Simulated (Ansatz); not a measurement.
# TiAl (P-6m2) in Ansatz: equation of state

Aim: energy against volume of TiAl in PBEsol, for its equilibrium volume and stiffness.

Everything below comes from runs of Ansatz 0.2.0. Logs are shortened: lines on timing, memory, paths and dates and some standing lists are left out, and cuts for length are marked.

## (1) The crystal as given

It takes space group P-6m2 (No. 187, hexagonal). Conventional cell: a = 2.867 Å, b = 2.867 Å, c = 4.678 Å, α = 90.00°, β = 90.00°, γ = 120.00°. Ti (site symmetry -6m2) is surrounded by 6 Al at 2.87 Å and 6 Ti at 2.87 Å. Al (site symmetry -6m2) has 6 Ti at 2.87 Å and 6 Al at 2.87 Å as nearest neighbours.

The cell comes from a database or a generator and needn't be the stable form of this composition.

## (2) Single point, PBEsol, 15.65 Å³/atom (volume scaled by 0.94)

Contents of input.yaml:

```yaml
crystal:
  lattice:
    - [2.8087302532, 0.0, 0.0]
    - [-1.4043651265, 2.4324317516, 0.0]
    - [0.0, 0.0, 4.5825851222]
  atoms:
    - { symbol: Ti, position: [0.0, 0.0, 0.0] }
    - { symbol: Al, position: [0.3333333333, 0.6666666667, 0.5] }
hamiltonian:
  xc: pbesol
  pseudopotentials: { kind: paw }
kpoints:
  mp_grid: { grid: [11, 11, 6] }
scf:
  occupations: { method: fermi_dirac, width: 0.05 }
output:
  forces: true
  stress: true
  eigenvalues: true
```

Potentials or basis: Ansatz PAW.

Command:

```sh
$ ansatz run input.yaml --threads 2 --pin off --max-ram 5632MiB --backend cpu --events-out ev --progress --plain --runs-dir out
```

Log:

```text
Warning: RAYON_NUM_THREADS=2 ignored (pool sized by the plan → 2); use --threads N
Engine: ansatz 0.2.0, x86_64-unknown-linux-gnu
Pseudopotentials: kind: paw
Pseudopotential: Ti, paw, valence charge 12, recommended cutoff 420 eV (normal), Ti.paw.azcp
Pseudopotential: Al, paw, valence charge 3, recommended cutoff 420 eV (normal), Al.paw.azcp
Functional definition: PBEsol
  exchange = pbesol_x
  correlation = pbesol_c
Crystal: 2 atoms, lattice volume = 31.308 Å³
Basis set: ecut = 420 eV, 615 PW (Γ), exchange–correlation on 40×40×64 points (8 copies of the dense FFT grid, shifted against one another)
Bands: 12, of which v1, the nominal top of the filled ones, is band 8 counted from 1 (7 counted from 0)
Symmetry: 12 space group operations
Space group: P-6m2 (ITA 187), of the structure as read, at distance tolerance 3.2e-5 Å
k-points: 64 of 726 (time reversal used)
Non-local potential: Ti, projectors of the file, l = 0: 3, l = 1: 2, l = 2: 3, l = 3: 1
Non-local potential: Al, projectors of the file, l = 0: 2, l = 1: 2, l = 2: 1
PAW form: soft (Blöchl's): semilocal exchange-correlation on the pseudo side does not see the compensation charge
PAW frozen core: Ti, regenerated for the run's functional, and the local potential with it (the file was generated under x = pbe(κ = 0.804, μ = 0.2195149727645171), c = pbe(β = 0.06672455060314922))
PAW frozen core: Al, regenerated for the run's functional, and the local potential with it (the file was generated under x = pbe(κ = 0.804, μ = 0.2195149727645171), c = pbe(β = 0.06672455060314922))
PAW one-centre angular grid: Ti, 590 points (default); XC on 64 Gauss nodes
PAW one-centre angular grid: Al, 110 points (default); XC on 64 Gauss nodes
Initial density: superposition of atomic densities (neutral atoms: chi_scale 0, normalization atom), corrected by the library's trained network
Initial wavefunctions: pseudopotential atomic-orbital guess
Functional: x = pbesol(κ = 0.804, μ = 0.12345679012345678), c = pbesol(β = 0.046)
SCF iter   1: F=—  HF=-2998.951485 eV  |F-HF|=—  |Δ(HF+E_count)|=         —  Δρ=1.05e-2  dr2=5.31e-2  ethr=1.77e-3  ⟨swp⟩=5.0  Hψ=3943  notcnv=0
preconditioner: auto → none  [metal: Δε(μ)=0.025 eV  Ē_g=5.416 eV  σ=0.050 eV  W_gap=0.12  n_scr=2 (ndim 8)  ℏωp=17.6 eV  f_vac=0.000  D(μ)=2.70/eV (n_scr^D=34)  sad-step TF]
SCF iter   2: F=—  HF=-2998.946008 eV  |F-HF|=—  |Δ(HF+E_count)|=   5.48e-3  Δρ=6.84e-3  dr2=2.75e-2  ethr=3.54e-4  ⟨swp⟩=2.0  Hψ=1525  notcnv=0  defer=2
SCF iter   3: F=—  HF=-2998.941395 eV  |F-HF|=—  |Δ(HF+E_count)|=   4.61e-3  Δρ=1.28e-3  dr2=9.86e-4  ethr=1.83e-4  ⟨swp⟩=2.0  Hψ=1133  notcnv=0  defer=3
SCF iter   4: F=—  HF=-2998.941135 eV  |F-HF|=—  |Δ(HF+E_count)|=   2.60e-4  Δρ=3.26e-4  dr2=1.39e-5  ethr=6.57e-6  ⟨swp⟩=2.3  Hψ=1054  notcnv=0  defer=3
SCF iter   5: F=—  HF=-2998.941096 eV  |F-HF|=—  |Δ(HF+E_count)|=   3.91e-5  Δρ=4.73e-5  dr2=4.48e-7  ethr=9.29e-8  ⟨swp⟩=2.1  Hψ=1174  notcnv=0  defer=3
SCF iter   6: F=-2998.941096 eV  HF=-2998.941096 eV  |F-HF|=1.03e-9  |Δ(HF+E_count)|=   5.77e-8  Δρ=6.11e-6  dr2=4.60e-9  ethr=6.67e-10  ⟨swp⟩=5.0  Hψ=3151  notcnv=0
SCF 1 converged in 6 iterations: F = -2998.941096 eV  dr2 = 4.60e-9
SCF converged after 6 iterations
Free energy (F): -2998.941096 eV
Harris-Foulkes:  -2998.941096 eV  (|F-HF|=1.03e-9)
Internal energy: -2998.919085 eV  (E = F + TS)
E sigma→0 (E₀):  -2998.930090 eV
Entropy (-TS):   -0.022011 eV (-11.005 meV/atom)
Fermi energy:    11.155042 eV
--- Per-component energies (eV) ---
  E_band       = -157.153416
  E_kinetic    = 297.890369
  E_local      = -1128.696318  (includes V_loc(G=0)·N_el)
  E_nonlocal   = 20.251182
  E_hartree    = 490.108850
  E_xc         = -137.216900
  E_vxc        = -152.108394  (∫ρ·V_xc dr)
  E_paw        = -1477.717205  (= ΣΔE_a)
  E_vpaw       = -174.707092  (= ΣTr[D̂ρ^β])
  E_aug_tail   = 0.000117  (compensation charges beyond the density's cutoff)
  E_ewald      = -1063.697703
  E_core_change = 0.158523  (= ΣΔE_core)
  E_smearing   = -0.022011  (= −TS)
  E_closure    = 0.000000  (closes the sum)
  Σ components = -2998.941096   (vs F -2998.941096, Δ=0.00e0)
--- Forces (eV/Å), atoms counted from 1 ---
  atom   1  Ti    -0.00000000    -0.00000000     0.00000000
  atom   2  Al     0.00000000    -0.00000000    -0.00000000
  max |Σ_I F_I| component: 9.54e-17 eV/Å
--- Stress (GPa, compression-positive) ---
        4.329168       0.000000       0.000000
       -0.000000       4.329168      -0.000000
        0.000000      -0.000000       3.905595
  P = ⅓ Tr σ = 4.1880 GPa (41.880 kbar)
--- Band table (eV; the first three rows and the last of 64) ---
  k-point 0: bands = ["-44.9447", "-21.3926", "-20.8977", "-20.8977", "1.9643", "8.8003", "9.3243", "12.5249", "12.5249", "14.1556", "14.1556", "15.3956"]
  k-point 1: bands = ["-44.9446", "-21.3943", "-20.8977", "-20.8977", "2.1461", "7.6799", "10.0724", "12.5281", "12.5281", "14.1343", "14.1343", "15.9655"]
  k-point 2: bands = ["-44.9446", "-21.3975", "-20.8977", "-20.8977", "2.6045", "6.3891", "10.5522", "12.5344", "12.5344", "14.0925", "14.0925", "17.2901"]
  k-point 63: bands = ["-44.8056", "-21.4587", "-21.3188", "-21.2614", "8.5405", "9.3805", "10.4356", "10.8256", "11.2063", "12.4708", "14.6440", "16.2708"]
```

It took 1.7 s on 2 threads of AMD EPYC 7R43 (Zen 3), shared host; peak memory 0.36 GiB.

Results:

| Property | Result |
| --- | --- |
| Free energy | -2998.9411 eV |
| Pressure | 4.2 GPa |
| Band gap on the k mesh | none (metal or under the smearing width) |

Caveat: the PAW data sets come from PBE, with cores solved anew for the run's functional, which leaves a small shift of forces and pressure.

## (3) Single point, PBEsol, 15.99 Å³/atom (volume scaled by 0.96)

Edit input.yaml of step 2 so:

```diff
@@ -2,5 +2,5 @@
   lattice:
-    - [2.8087302532, 0.0, 0.0]
-    - [-1.4043651265, 2.4324317516, 0.0]
-    - [0.0, 0.0, 4.5825851222]
+    - [2.8285106954, 0.0, 0.0]
+    - [-1.4142553477, 2.4495621171, 0.0]
+    - [0.0, 0.0, 4.6148579117]
   atoms:
```

Potentials or basis: Ansatz PAW.

Command:

```sh
$ ansatz run input.yaml --threads 2 --pin off --max-ram 5632MiB --backend cpu --events-out ev --progress --plain --runs-dir out
```

Run time: 1.6 s. Hardware: 2 threads of AMD EPYC 7R43 (Zen 3), shared host; peak memory 0.37 GiB.

Results (log left out):

```
Free energy            : -2998.9531 eV
Pressure               : 1.6 GPa
Band gap on the k mesh : none (metal or under the smearing width)
```

Caveat: the PAW data sets come from PBE, with cores solved anew for the run's functional, which leaves a small shift of forces and pressure.

## (4) Single point, PBEsol, 16.32 Å³/atom (volume scaled by 0.98)

Edit input.yaml of step 3 so:

```diff
@@ -2,5 +2,5 @@
   lattice:
-    - [2.8285106954, 0.0, 0.0]
-    - [-1.4142553477, 2.4495621171, 0.0]
-    - [0.0, 0.0, 4.6148579117]
+    - [2.8480182822, 0.0, 0.0]
+    - [-1.424009141, 2.4664561828, 0.0]
+    - [0.0, 0.0, 4.6466855238]
   atoms:
```

Command:

```sh
$ ansatz run input.yaml --threads 2 --pin off --max-ram 5632MiB --backend cpu --events-out ev --progress --plain --runs-dir out
```

It took 1.9 s on 2 threads of AMD EPYC 7R43 (Zen 3), shared host; peak memory 0.36 GiB.

Results (log left out):

- Free energy: -2998.9548 eV
- Pressure: -0.7 GPa
- Band gap on the k mesh: none (metal or under the smearing width)

Caveat: the PAW data sets come from PBE, with cores solved anew for the run's functional, which leaves a small shift of forces and pressure.

## (5) Single point, PBEsol, 16.65 Å³/atom

Edit input.yaml of step 4 so:

```diff
@@ -2,5 +2,5 @@
   lattice:
-    - [2.8480182822, 0.0, 0.0]
-    - [-1.424009141, 2.4664561828, 0.0]
-    - [0.0, 0.0, 4.6466855238]
+    - [2.8672622327, 0.0, 0.0]
+    - [-1.4336311163, 2.4831219328, 0.0]
+    - [0.0, 0.0, 4.678083]
   atoms:
```

Command:

```sh
$ ansatz run input.yaml --threads 2 --pin off --max-ram 5632MiB --backend cpu --events-out ev --progress --plain --runs-dir out
```

Run time: 1.6 s. Hardware: 2 threads of AMD EPYC 7R43 (Zen 3), shared host; peak memory 0.37 GiB.

The run converged. Its results:

| Property | Result |
| --- | --- |
| Free energy | -2998.9473 eV |
| Pressure | -2.8 GPa |
| Band gap on the k mesh | none (metal or under the smearing width) |

Caveat: the PAW data sets come from PBE, with cores solved anew for the run's functional, which leaves a small shift of forces and pressure.

## (6) Single point, PBEsol, 16.99 Å³/atom (volume scaled by 1.02)

Edit input.yaml of step 5 so:

```diff
@@ -2,5 +2,5 @@
   lattice:
-    - [2.8672622327, 0.0, 0.0]
-    - [-1.4336311163, 2.4831219328, 0.0]
-    - [0.0, 0.0, 4.678083]
+    - [2.8862512777, 0.0, 0.0]
+    - [-1.4431256388, 2.4995669282, 0.0]
+    - [0.0, 0.0, 4.709064585]
   atoms:
```

Potentials or basis: Ansatz PAW.

Command:

```sh
$ ansatz run input.yaml --threads 2 --pin off --max-ram 5632MiB --backend cpu --events-out ev --progress --plain --runs-dir out
```

It took 1.7 s on 2 threads of AMD EPYC 7R43 (Zen 3), shared host; peak memory 0.37 GiB.

It converged, with:

```yaml
Free_energy: -2998.9314 eV
Pressure: -4.8 GPa
Band_gap_on_the_k_mesh: none (metal or under the smearing width)
```

Caveat: the PAW data sets come from PBE, with cores solved anew for the run's functional, which leaves a small shift of forces and pressure.

## (7) Single point, PBEsol, 17.32 Å³/atom (volume scaled by 1.04)

Edit input.yaml of step 6 so:

```diff
@@ -2,5 +2,5 @@
   lattice:
-    - [2.8862512777, 0.0, 0.0]
-    - [-1.4431256388, 2.4995669282, 0.0]
-    - [0.0, 0.0, 4.709064585]
+    - [2.9049936943, 0.0, 0.0]
+    - [-1.4524968471, 2.515798337, 0.0]
+    - [0.0, 0.0, 4.7396437833]
   atoms:
```

Command:

```sh
$ ansatz run input.yaml --threads 2 --pin off --max-ram 5632MiB --backend cpu --events-out ev --progress --plain --runs-dir out
```

It took 1.7 s on 2 threads of AMD EPYC 7R43 (Zen 3), shared host; peak memory 0.35 GiB.

It converged, with:

| Property | Result |
| --- | --- |
| Free energy | -2998.9080 eV |
| Pressure | -6.5 GPa |
| Band gap on the k mesh | none (metal or under the smearing width) |

Caveat: the PAW data sets come from PBE, with cores solved anew for the run's functional, which leaves a small shift of forces and pressure.

## (8) Single point, PBEsol, 17.65 Å³/atom (volume scaled by 1.06)

Edit input.yaml of step 7 so:

```diff
@@ -2,5 +2,5 @@
   lattice:
-    - [2.9049936943, 0.0, 0.0]
-    - [-1.4524968471, 2.515798337, 0.0]
-    - [0.0, 0.0, 4.7396437833]
+    - [2.9234973377, 0.0, 0.0]
+    - [-1.4617486688, 2.5318229623, 0.0]
+    - [0.0, 0.0, 4.7698334112]
   atoms:
```

Potentials or basis: Ansatz PAW.

Command:

```sh
$ ansatz run input.yaml --threads 2 --pin off --max-ram 5632MiB --backend cpu --events-out ev --progress --plain --runs-dir out
```

Log:

```text
Warning: RAYON_NUM_THREADS=2 ignored (pool sized by the plan → 2); use --threads N
[... 7 set-up lines as earlier in the session ...]
Crystal: 2 atoms, lattice volume = 35.305 Å³
Basis set: ecut = 420 eV, 699 PW (Γ), exchange–correlation on 40×40×64 points (8 copies of the dense FFT grid, shifted against one another)
Bands: 12, of which v1, the nominal top of the filled ones, is band 8 counted from 1 (7 counted from 0)
[... 1 set-up line as earlier in the session ...]
Space group: P-6m2 (ITA 187), of the structure as read, at distance tolerance 3.3e-5 Å
k-points: 64 of 726 (time reversal used)
[... 10 set-up lines as earlier in the session ...]
SCF iter   1: F=—  HF=-2998.885053 eV  |F-HF|=—  |Δ(HF+E_count)|=         —  Δρ=9.00e-3  dr2=3.99e-2  ethr=1.77e-3  ⟨swp⟩=5.0  Hψ=3951  notcnv=0
preconditioner: auto → none  [metal: Δε(μ)=0.022 eV  Ē_g=4.902 eV  σ=0.050 eV  W_gap=0.11  n_scr=2 (ndim 8)  ℏωp=16.5 eV  f_vac=0.000  D(μ)=2.97/eV (n_scr^D=34)  sad-step TF]
SCF iter   2: F=—  HF=-2998.880475 eV  |F-HF|=—  |Δ(HF+E_count)|=   4.58e-3  Δρ=5.43e-3  dr2=1.76e-2  ethr=2.66e-4  ⟨swp⟩=2.0  Hψ=1540  notcnv=0
SCF iter   3: F=—  HF=-2998.877786 eV  |F-HF|=—  |Δ(HF+E_count)|=   2.69e-3  Δρ=1.01e-3  dr2=9.32e-4  ethr=1.17e-4  ⟨swp⟩=2.0  Hψ=1138  notcnv=0
SCF iter   4: F=—  HF=-2998.877562 eV  |F-HF|=—  |Δ(HF+E_count)|=   2.24e-4  Δρ=2.64e-4  dr2=1.03e-5  ethr=6.22e-6  ⟨swp⟩=2.3  Hψ=1043  notcnv=0
SCF iter   5: F=—  HF=-2998.877560 eV  |F-HF|=—  |Δ(HF+E_count)|=   2.39e-6  Δρ=3.35e-5  dr2=5.98e-7  ethr=6.84e-8  ⟨swp⟩=2.0  Hψ=1178  notcnv=0
SCF iter   6: F=-2998.877560 eV  HF=-2998.877560 eV  |F-HF|=8.70e-9  |Δ(HF+E_count)|=   1.09e-8  Δρ=5.68e-6  dr2=1.33e-8  ethr=6.67e-10  ⟨swp⟩=5.0  Hψ=3153  notcnv=0
SCF 1 converged in 6 iterations: F = -2998.877560 eV  dr2 = 1.33e-8
SCF converged after 6 iterations
Free energy (F): -2998.877560 eV
Harris-Foulkes:  -2998.877560 eV  (|F-HF|=8.70e-9)
Internal energy: -2998.852650 eV  (E = F + TS)
E sigma→0 (E₀):  -2998.865105 eV
Entropy (-TS):   -0.024910 eV (-12.455 meV/atom)
Fermi energy:    9.604066 eV
--- Per-component energies (eV) ---
  E_band       = -181.454021
  E_kinetic    = 292.808212
  E_local      = -1183.903332  (includes V_loc(G=0)·N_el)
  E_nonlocal   = 19.668421
  E_hartree    = 506.628897
  E_xc         = -135.272526
  E_vxc        = -149.565555  (∫ρ·V_xc dr)
  E_paw        = -1477.000588  (= ΣΔE_a)
  E_vpaw       = -173.715127  (= ΣTr[D̂ρ^β])
  E_aug_tail   = 0.000103  (compensation charges beyond the density's cutoff)
  E_ewald      = -1021.940359
  E_core_change = 0.158523  (= ΣΔE_core)
  E_smearing   = -0.024910  (= −TS)
  E_closure    = -0.000000  (closes the sum)
  Σ components = -2998.877560   (vs F -2998.877560, Δ=0.00e0)
--- Forces (eV/Å), atoms counted from 1 ---
  atom   1  Ti     0.00000000     0.00000000     0.00000000
  atom   2  Al    -0.00000000    -0.00000000     0.00000000
  max |Σ_I F_I| component: 4.34e-17 eV/Å
--- Stress (GPa, compression-positive) ---
       -7.269372       0.000000       0.000000
        0.000000      -7.269372       0.000000
        0.000000       0.000000      -9.715700
  P = ⅓ Tr σ = -8.0848 GPa (-80.848 kbar)
--- Band table (eV; the first three rows and the last of 64) ---
  k-point 0: bands = ["-46.7763", "-23.1944", "-22.8306", "-22.8306", "1.0007", "7.3831", "7.8489", "10.8268", "10.8268", "12.1983", "12.1983", "13.2457"]
  k-point 1: bands = ["-46.7763", "-23.1952", "-22.8305", "-22.8305", "1.1610", "6.2803", "8.6193", "10.8299", "10.8299", "12.1813", "12.1813", "13.8090"]
  k-point 2: bands = ["-46.7763", "-23.1968", "-22.8305", "-22.8305", "1.5647", "5.0664", "9.0993", "10.8360", "10.8360", "12.1478", "12.1478", "15.1807"]
  k-point 63: bands = ["-46.6911", "-23.2111", "-23.1164", "-23.1102", "7.2356", "7.9673", "8.9073", "9.3420", "9.6205", "10.7836", "12.6874", "13.8127"]
```

It took 1.8 s on 2 threads of AMD EPYC 7R43 (Zen 3), shared host; peak memory 0.37 GiB.

Results:

| Quantity | Value |
| --- | --- |
| Free energy | -2998.8776 eV |
| Pressure | -8.1 GPa |
| Band gap on the k mesh | none (metal or under the smearing width) |

Caveat: the PAW data sets come from PBE, with cores solved anew for the run's functional, which leaves a small shift of forces and pressure.

## (9) Equation of state, PBEsol

Potentials or basis: Ansatz PAW.

No new run: the results of the series are fitted here.

What came out:

* Equilibrium volume: 16.21 Å³/atom
* Bulk modulus at fixed shape and positions: 112 GPa
* Pressure derivative of the bulk modulus: 3.8

Energy against volume, from the lowest point:
| volume (Å³/atom) | energy (meV/atom) |
| --- | --- |
| 15.654 | 6.86 |
| 15.987 | 0.88 |
| 16.320 | 0.00 |
| 16.653 | 3.74 |
| 16.986 | 11.69 |
| 17.320 | 23.43 |
| 17.653 | 38.63 |

Caveat: the cell was scaled at fixed shape and fractional positions, which overstates the stiffness of a crystal with free parameters, most of all of layers and chains.
